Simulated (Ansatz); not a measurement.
# Ti3SiC2, response to strain

Base system: Ti3SiC2 (space group P6_3/mmc, No. 194; a = 3.073 Å, c = 17.723 Å). Axes: x lies along a and z along c of the hexagonal cell.

Strains are applied to the cell and any free atomic positions relax; under biaxial strain the out-of-plane vector relaxes too; under stress the whole cell relaxes.

The values are results of PBE in Ansatz (plane waves to 420 eV, PAW, scalar-relativistic without spin-orbit coupling), not measurements.

Notes on the quantities. energy relative to the base: free energy F.

```csv
variant,energy relative to the base,volume per atom,space group
base,0 meV/atom,12.08 Å³,P6_3/mmc (No. 194)
"biaxial strain +0.94 %, plane normal [001], relaxed out of plane",–,12.24 Å³,P6_3/mmc (No. 194)
isotropic strain −5.50 %,+0.227 eV/atom,10.19 Å³,P6_3/mmc (No. 194)
isotropic strain −1.50 %,+15 meV/atom,11.54 Å³,P6_3/mmc (No. 194)
"uniaxial stress, 2 GPa tension along x",+0.5 meV/atom,12.12 Å³,Cmcm (No. 63)
"uniaxial stress, 2 GPa compression along x",+0.5 meV/atom,12.03 Å³,Cmcm (No. 63)
tensor shear ε_xz = −1.57 %,+5.8 meV/atom,12.07 Å³,C2/c (No. 15)
```

Without a gap, meshes like the base's 14×14×3 leave anisotropic stresses uncertain by several tenths of a GPa, and small strain energies with them. Beyond what the load breaks, stability against distortions was not tested. All final runs are without spin polarisation.

Ansatz is a first-principles code.
